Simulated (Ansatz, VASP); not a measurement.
Two plane-wave programs on K

```
K
1.0
     4.22840    0.00000    0.00000
     0.00000    4.22840    0.00000
     0.00000    0.00000    4.22840
K
1
Direct
  0.00000 0.00000 0.00000
```

Alike in both runs: functional PBEsol; k mesh 10 × 10 × 10; no spin polarisation.

Ansatz relaxed the structure, and its values are those at the end. VASP's run is a single point on that final structure, the one shown.

```csv
,VASP,Ansatz
version,VASP 6.6.1,Ansatz 0.2.0
potentials or method,"VASP PAW PBE potentials, release 64 (K_sv)","plane waves, PAW"
plane-wave cutoff (eV),520,463
occupations,"methfessel-paxton of order 1, width 0.1 eV",cold
valence electrons in the cell,9,9
```

```tsv
	VASP	Ansatz	Ansatz less VASP
pressure (GPa)	0.0	0.0	+0.01
```

Caveats: the PAW data sets were made with another functional, which shifts forces and pressure a little (VASP).
